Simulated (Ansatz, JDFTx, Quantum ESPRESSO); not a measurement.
One calculation of LiF, 3 ways

```
F Li
1.0
     0.00000    2.01400    2.01400
     2.01400    0.00000    2.01400
     2.01400    2.01400    0.00000
F Li
1 1
Direct
  0.50000 0.50000 0.50000
  0.00000 0.00000 0.00000
```

Alike in all runs: task equation of state; functional PBEsol; k mesh 11 × 11 × 11; occupations fermi-dirac, width 0.05 eV; no spin polarisation; no spin-orbit coupling.

| program and potentials | plane-wave cutoff (eV) | notes | equilibrium volume (Å³/atom) | bulk modulus (GPa) |
| --- | --- | --- | --- | --- |
| JDFTx, PseudoDojo-SR-PBEsol-0.4.1-standard with smoothed tails | 1143 | - | 8.01 | 73.0 |
| Ansatz, all-electron LAPW, scalar-relativistic | - | - | 8.03 | 72.6 |
| Quantum ESPRESSO, PseudoDojo 0.4.1 SR PBEsol standard | 1143 | - | ? | ? |

Estimate from the other rows what the run with Quantum ESPRESSO, PseudoDojo 0.4.1 SR PBEsol standard gave.

Equilibrium volume 8.01 Å³/atom; bulk modulus 72.9 GPa. The other rows, which needn't bracket it: equilibrium volume 8.01 to 8.03; bulk modulus 72.6 to 73.0.
